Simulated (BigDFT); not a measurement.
# Pd (Im-3m) in BigDFT: convergence with smearing width

Aim: find how far smearing width must go before the results for Pd settle, at PBE. This setting moves, with any that are tied to it; all else stays.

Program: BigDFT 1.9.6. These are calculated values, not measurements. Logs are shortened: lines on timing, memory, paths and dates and some standing lists are left out, and cuts for length are marked.

## (1) Starting point

It takes space group Im-3m (No. 229, cubic). Conventional cell: a = 3.145 Å, b = 3.145 Å, c = 3.145 Å, α = 90.00°, β = 90.00°, γ = 90.00°. Pd (site symmetry m-3m) is surrounded by 8 Pd at 2.72 Å.

This isn't the form of Pd at room conditions, which is fcc.

## (2) With smearing width 0.3 eV

Input file input.yaml:

```yaml
dft:
  hgrids: [0.4245, 0.4245, 0.4245]
  rmult: [10.0, 8.0]
  ixc: PBE
  gnrm_cv: 3.e-05
  ncong: 1
  idsx: 6
  itermax: 4
  nrepmax: 1
kpt:
  method: mpgrid
  ngkpt: [5, 5, 5]
mix:
  iscf: 17
  itrpmax: 70
  rpnrm_cv: 1.e-09
  norbsempty: 7
  tel: 0.0110248
  occopt: 2
  alphamix: 0.5
  alphadiis: 1.0
ig_occupation:
  Pd: {4d: 10.0, 5p: 0.0, 5s: 0.0}
```

Input file posinp.ascii:

```
# Pd
3.1445620000 0.0 3.1445620000
0.0 0.0 3.1445620000
#keyword: angstroem, periodic
   0.0000000000    0.0000000000    0.0000000000 Pd
   1.5722810000    1.5722810000    1.5722810000 Pd
```

Potentials or basis: GTH-PBE (Pd q10).

Launch:

```console
OMP_NUM_THREADS=1 bigdft  # reads input.yaml, posinp.ascii, psppar.Pd
```

Log:

```text
Version Number                        : 1.9.5-dirty
[... echo of the input with its defaults ...]
  #--------------------------------------------------------------------------------------- |
  #------------------------------------------------ Input Atomic System (file: posinp.ascii)
 Atomic System Properties:
   Number of atomic types              :  1
   Number of atoms                     :  2
   Types of atoms                      :  [ Pd ]
   Boundary Conditions                 : Periodic #Code: P
   Box Sizes (AU)                      :  [  5.94236E+00,  5.94236E+00,  5.94236E+00 ]
   Number of Symmetries                :  96
   Space group                         : null
  #-------------------------------------------------- Geometry optimization Input Parameters
 Geometry Optimization Parameters:
[... 6 lines left out ...]
  #------------------- K points description (Reduced and Brillouin zone coordinates, Weight)
 K points:
 -  {Rc:  [  0.0000,  0.0000,  0.0000 ], Bz:  [  0.0000,  0.0000,  0.0000 ], Wgt:  0.0080} # 0001
 -  {Rc:  [  0.2000,  0.0000,  0.0000 ], Bz:  [  0.2115,  0.0000,  0.0000 ], Wgt:  0.0480} # 0002
 -  {Rc:  [  0.4000,  0.0000,  0.0000 ], Bz:  [  0.4229,  0.0000,  0.0000 ], Wgt:  0.0480} # 0003
 -  {Rc:  [  0.2000,  0.2000,  0.0000 ], Bz:  [  0.2115,  0.2115,  0.0000 ], Wgt:  0.0960} # 0004
 -  {Rc:  [  0.4000,  0.2000,  0.0000 ], Bz:  [  0.4229,  0.2115,  0.0000 ], Wgt:  0.1920} # 0005
 -  {Rc:  [  0.4000,  0.4000,  0.0000 ], Bz:  [  0.4229,  0.4229,  0.0000 ], Wgt:  0.0960} # 0006
 -  {Rc:  [  0.2000,  0.2000,  0.2000 ], Bz:  [  0.2115,  0.2115,  0.2115 ], Wgt:  0.0640} # 0007
 -  {Rc:  [  0.4000,  0.2000,  0.2000 ], Bz:  [  0.4229,  0.2115,  0.2115 ], Wgt:  0.1920} # 0008
 -  {Rc:  [  0.4000,  0.4000,  0.2000 ], Bz:  [  0.4229,  0.4229,  0.2115 ], Wgt:  0.1920} # 0009
 -  {Rc:  [  0.4000,  0.4000,  0.4000 ], Bz:  [  0.4229,  0.4229,  0.4229 ], Wgt:  0.0640} # 0010
  #---------------------------------------------------------------- Mixing (file: input.mix)
 Mixing parameters:
   Target                              : density
   Additional bands                    :  7
   Mixing Coefficients                 :  0.50E+00
   Scheme                              :  7
   Electronic temperature              :  1.10E-02
   DIIS                                :  0.10E+01
   Maximum iterations                  :  70
   Occupied scheme                     : Fermi
   Rp norm                             :  1.00E-09
   output DOS                          : no verb. < 3
  #------------------------------------------------------------------------ Input parameters
 DFT parameters:
   eXchange Correlation:
     XC ID                             :  &ixc -101130
     Exchange-Correlation reference    : "XC= Perdew, Burke & Ernzerhof"
     XC functional implementation      : libXC
     Spin polarization                 :  No
 Basis set definition:
   Suggested Grid Spacings (a0)        :  [  0.42,  0.42,  0.42 ]
   Coarse and Fine Radii Multipliers   :  [  10.0,  8.0 ]
 Self-Consistent Cycle Parameters:
[... 13 lines left out ...]
  #----------------------------------------------------------------------- System Properties
 Properties of atoms in the system:
 - Symbol                              : Pd #Type No.  01
   No. of Electrons                    :  10
   No. of Atoms                        :  2
   Radii of active regions (AU):
     Coarse                            :  1.76352
     Fine                              :  0.43852
     Coarse PSP                        :  1.24928
     Source                            : Hard-Coded
   Grid Spacing threshold (AU)         :  1.10
   Pseudopotential type                : HGH-K
   No. of projectors                   :  18
   PSP XC                              : "XC= Perdew, Burke & Ernzerhof"
[... 174 lines left out ...]
   Energies                            : *final0003
[... cycles shortened to one line each ...]
 itrp: 4, RhoPot delta per volume unit: 7.46E-06, last iter:  4, FKS: -5.79120089593729190E+01, gnrm:  6.11E-03, D: -2.29E-03,
 itrp: 5, RhoPot delta per volume unit: 8.23E-06, last iter:  4, FKS: -5.79119780142666443E+01, gnrm:  2.14E-03, D:  3.09E-05,
 itrp: 6, RhoPot delta per volume unit: 3.22E-07, last iter:  4, FKS: -5.79120604867877802E+01, gnrm:  1.18E-03, D: -8.25E-05,
 itrp: 7, RhoPot delta per volume unit: 7.33E-07, last iter:  4, FKS: -5.79120614227105577E+01, gnrm:  4.36E-04, D: -9.36E-07,
 itrp: 8, RhoPot delta per volume unit: 1.89E-07, last iter:  4, FKS: -5.79120615526621378E+01, gnrm:  1.91E-04, D: -1.30E-07,
 itrp: 9, RhoPot delta per volume unit: 1.75E-07, last iter:  4, FKS: -5.79120616047105514E+01, gnrm:  8.14E-05, D: -5.20E-08,
 itrp: 10, RhoPot delta per volume unit: 1.11E-07, last iter:  4, FKS: -5.79120615785832271E+01, gnrm:  4.33E-05, D:  2.61E-08,
 itrp: 11, RhoPot delta per volume unit: 6.47E-08, last iter:  2, FKS: -5.79120615758645698E+01, gnrm:  2.78E-05, D:  2.72E-09,
 itrp: 12, RhoPot delta per volume unit: 3.37E-08, last iter:  2, FKS: -5.79120615735504742E+01, gnrm:  2.38E-05, D:  2.31E-09,
 itrp: 13, RhoPot delta per volume unit: 7.53E-09, last iter:  2, FKS: -5.79120615761200312E+01, gnrm:  1.64E-05, D: -2.57E-09,
 - Hamiltonian Optimization: &itrp014
   - Subspace Optimization: &itrep014-01
       Wavefunctions Iterations:
       -  { #---------------------------------------------------------------------- iter: 1
 Total electronic charge:  19.999999970973,
 itrp:  14, Mixing on: Density, RhoPot delta per volume unit:  &rpnrm0014  9.75E-09,
 iter:  1, tr(H):  7.58612454902537525E+00, gnrm:  1.47E-05, D:  7.59E-05,
[... 9 lines left out ...]
     Smearing method                   :  2
     Electronic temperature            :  1.10248E-002
    #Eigenvalues and New Occupation Numbers
   Orbitals: [... levels of this cycle ...]
   Fermi Energy                        :  1.14002829800302E-01
   RhoPot Delta                        : *rpnrm0014
   Energies                            : *final0014
 - Hamiltonian Optimization: &itrp015
   - Subspace Optimization: &itrep015-01
       Wavefunctions Iterations:
       -  { #---------------------------------------------------------------------- iter: 1
 Total electronic charge:  19.999999970973,
 itrp:  15, Mixing on: Density, RhoPot delta per volume unit:  &rpnrm0015  7.96E-10,
 iter:  1, tr(H):  7.58610956240365919E+00, gnrm:  1.20E-05, D: -1.50E-05,
 DIIS weights: [ 1.00E+00,  1.00E+00], Orthogonalization Method:  0}
       -  &FINAL001  { #----------------------------------------------------------- iter: 2
 iter:  2, FKS: -5.79120615759116646E+01, gnrm:  1.20E-05, D: -1.84E-10,  #FINAL
 Energies: {Ekin:  5.19559575192E+01, Epot: -1.86061234324E+01, Enl: -3.29172257734E+01,
              EH:  7.67390708807E+00,  EXC: -9.88035990926E+00, EvXC: -1.28550085922E+01,
            Eion: -5.36189893592E+01,   TS:  2.64221250539E-02},
 }
       Non-Hermiticity of Hamiltonian in the Subspace:  2.58E-30
   Determine Fermi level and occupation numbers:
     Smearing method                   :  2
     Electronic temperature            :  1.10248E-002
    #Eigenvalues and New Occupation Numbers
   Orbitals: [
  # Kpt #0001 BZ coord. =     0.000000    0.000000    0.000000
 {e: -1.342133920944E-01, f:  2.0000, k:  1},  # 00001
 {e: -6.956062541204E-02, f:  2.0000, k:  1},  # 00002
 {e: -6.956062541204E-02, f:  2.0000, k:  1},  # 00003
 {e:  8.027445096810E-03, f:  1.9999, k:  1},  # 00004
 {e:  8.027445096811E-03, f:  1.9999, k:  1},  # 00005
 {e:  8.027445096824E-03, f:  1.9999, k:  1},  # 00006
[... 9 lines left out ...]
 {e:  1.119477047773E+00, f:  0.0000, k:  1},  # 00016
[... 147 lines left out ...]
 {e: -2.296008332788E-02, f:  2.0000, k:  10},  # 00002
 {e: -2.296008332788E-02, f:  2.0000, k:  10},  # 00003
 {e: -1.123605377616E-05, f:  1.9999, k:  10},  # 00004
 {e: -1.123605377556E-05, f:  1.9999, k:  10},  # 00005
 {e:  5.330323644667E-03, f:  1.9999, k:  10},  # 00006
[... 8 lines left out ...]
 {e:  5.413290714966E-01, f:  0.0000, k:  10},  # 00015
 {e:  5.413290714966E-01, f:  0.0000, k:  10},  # 00016
 {e:  6.324679759473E-01, f:  0.0000, k:  10}] # 00017
   Fermi Energy                        :  1.14002100913139E-01
 Last Iteration                        : *FINAL001
[... note on the capped inner loop left out ...]
  #---------------------------------------------------------------------- Forces Calculation
 Total electronic charge               :  19.999999970972
 Poisson Solver:
   BC                                  : Periodic
   Box                                 :  [  28,  28,  28 ]
[... multipoles left out: they have no meaning along periodic directions ...]
 Calculate local forces                :  Yes
 Calculate Non Local forces            :  Yes
 Stress Tensor calculated              :  Yes
 Stress Tensor:
   Total stress tensor matrix (Ha/Bohr^3):
   -  [ -1.624536694289E-04,  3.317545714287E-21, -1.129377267410E-21 ]
   -  [  3.317545714287E-21, -1.624536694289E-04,  6.776263582242E-21 ]
   -  [ -1.12937726741E-21,  6.776263582242E-21, -1.624536694291E-04 ]
   Pressure:
     Ha/Bohr^3                         : -1.62453669428965E-04
     GPa                               : -4.77955
     PV (Ha)                           : -3.40883998059741E-02
  #-------------------------------- Warnings obtained during the run, check their relevance!
 WARNINGS:
[... warnings of the inner loop, which the input caps at itermax, left out ...]
 BigDFT infocode                       :  0
 Average noise forces: {x:  9.06327955E-07, y:  8.55916056E-07, z:  7.92581744E-07,
                    total:  1.47723000E-06}
 Clean forces norm (Ha/Bohr): {maxval:  1.044559353114E-06, fnrm2:  2.182208478235E-12}
  #-------------------------------------------------------------------- Atomic Forces (Ha/Bohr)
 Atomic Forces (Ha/Bohr):
 -  {Pd: [-1.638468596565E-24, -8.192342982827E-25, -1.638468596565E-24]} # 0001
 -  {Pd: [-1.638468596565E-24, -8.192342982827E-25, -1.638468596565E-24]} # 0002
 Energy (Hartree)                      : -5.79120615759116646E+01
 Force Norm (Hartree/Bohr)             :  3.47571676617763376E-24
```

Run time: 2.8 min. Hardware: 1 thread of Intel Xeon Platinum 8375C at 2.90GHz (Ice Lake), shared host; peak memory 0.61 GiB.

What came out:

| Item | Value |
| --- | --- |
| Free energy | -1575.8675 eV |
| Pressure | 4.8 GPa |
| Band gap on the k mesh | none (metal or under the smearing width) |

## (3) With smearing width 0.2 eV

Changes to input.yaml since step 2:

```diff
@@ -17,3 +17,3 @@
   norbsempty: 7
-  tel: 0.0110248
+  tel: 0.00734986
   occopt: 2
```

posinp.ascii is that of step 2.

Potentials or basis: GTH-PBE (Pd q10).

Launch:

```console
OMP_NUM_THREADS=1 bigdft  # reads input.yaml, posinp.ascii, psppar.Pd
```

Wall time 2.8 min (1 thread of Intel Xeon Platinum 8375C at 2.90GHz (Ice Lake), shared host); peak memory 0.61 GiB.

It converged, with:

| Property | Result |
| --- | --- |
| Free energy | -1575.6621 eV |
| Pressure | 3.7 GPa |
| Band gap on the k mesh | none (metal or under the smearing width) |

## (4) With smearing width 0.136 eV

Changes to input.yaml since step 3:

```diff
@@ -17,3 +17,3 @@
   norbsempty: 7
-  tel: 0.00734986
+  tel: 0.00499791
   occopt: 2
```

posinp.ascii is that of step 3.

Launch:

```console
OMP_NUM_THREADS=1 bigdft  # reads input.yaml, posinp.ascii, psppar.Pd
```

Run time: 2.8 min. Hardware: 1 thread of Intel Xeon Platinum 8375C at 2.90GHz (Ice Lake), shared host; peak memory 0.6 GiB.

It converged, with:

* Free energy: -1575.5708 eV
* Pressure: 3.2 GPa
* Band gap on the k mesh: none (metal or under the smearing width)

## (5) With smearing width 0.1 eV

Changes to input.yaml since step 4:

```diff
@@ -17,3 +17,3 @@
   norbsempty: 7
-  tel: 0.00499791
+  tel: 0.00367493
   occopt: 2
```

posinp.ascii is that of step 4.

Launch:

```console
OMP_NUM_THREADS=1 bigdft  # reads input.yaml, posinp.ascii, psppar.Pd
```

Wall time 3.1 min (1 thread of Intel Xeon Platinum 8375C at 2.90GHz (Ice Lake), shared host); peak memory 0.6 GiB.

It converged, with:

| Property | Result |
| --- | --- |
| Free energy | -1575.5347 eV |
| Pressure | 3.0 GPa |
| Band gap on the k mesh | none (metal or under the smearing width) |

## (6) With smearing width 0.05 eV

Changes to input.yaml since step 5:

```diff
@@ -17,3 +17,3 @@
   norbsempty: 7
-  tel: 0.00367493
+  tel: 0.00183747
   occopt: 2
```

posinp.ascii is that of step 5.

Potentials or basis: GTH-PBE (Pd q10).

Launch:

```console
OMP_NUM_THREADS=1 bigdft  # reads input.yaml, posinp.ascii, psppar.Pd
```

Wall time 2.6 min (1 thread of Intel Xeon Platinum 8375C at 2.90GHz (Ice Lake), shared host); peak memory 0.6 GiB.

Results (log left out):

| Quantity | Value |
| --- | --- |
| Free energy | -1575.5047 eV |
| Pressure | 2.8 GPa |
| Band gap on the k mesh | none (metal or under the smearing width) |

## (7) With smearing width 0.027 eV

Changes to input.yaml since step 6:

```diff
@@ -17,3 +17,3 @@
   norbsempty: 7
-  tel: 0.00183747
+  tel: 0.00099223
   occopt: 2
```

posinp.ascii is that of step 6.

Launch:

```console
OMP_NUM_THREADS=1 bigdft  # reads input.yaml, posinp.ascii, psppar.Pd
```

Run time: 2.7 min. Hardware: 1 thread of Intel Xeon Platinum 8375C at 2.90GHz (Ice Lake), shared host; peak memory 0.6 GiB.

The run converged. Its results:

```
Free energy            : -1575.4979 eV
Pressure               : 2.8 GPa
Band gap on the k mesh : none (metal or under the smearing width)
```

## (8) With smearing width 0.0136 eV

Changes to input.yaml since step 7:

```diff
@@ -17,3 +17,3 @@
   norbsempty: 7
-  tel: 0.00099223
+  tel: 0.00049979
   occopt: 2
```

posinp.ascii is that of step 7.

Launch:

```console
OMP_NUM_THREADS=1 bigdft  # reads input.yaml, posinp.ascii, psppar.Pd
```

Wall time 2.8 min (1 thread of Intel Xeon Platinum 8375C at 2.90GHz (Ice Lake), shared host); peak memory 0.6 GiB.

Results (log left out):

| Item | Value |
| --- | --- |
| Free energy | -1575.4949 eV |
| Pressure | 2.7 GPa |
| Band gap on the k mesh | none (metal or under the smearing width) |

## (9) Summary

| smearing width | energy less the tightest run, at zero smearing (meV/atom) | pressure (GPa) | SCF cycles | CPU time (s) | peak memory (GiB) |
| --- | --- | --- | --- | --- | --- |
| 0.3 eV | -7.30 | 4.78 | 15 | 160 | 0.61 |
| 0.2 eV | -0.07 | 3.67 | 16 | 170 | 0.61 |
| 0.136 eV | 0.75 | 3.18 | 16 | 170 | 0.6 |
| 0.1 eV | 0.27 | 2.99 | 19 | 180 | 0.6 |
| 0.05 eV | -0.98 | 2.79 | 14 | 150 | 0.6 |
| 0.027 eV | -0.63 | 2.75 | 16 | 160 | 0.6 |
| 0.0136 eV | 0.00 | 2.74 | 16 | 170 | 0.6 |

Against the tightest run, the energy stays within 1 meV/atom from 0.2 eV on; the pressure stays within 0.1 GPa from 0.05 eV on. Narrower smearing needs a denser k mesh, so at a fixed mesh the narrowest width isn't the most accurate. The tightest run that finished is the yardstick and may itself not be fully converged.

Caveats: all runs use coarse meshes.
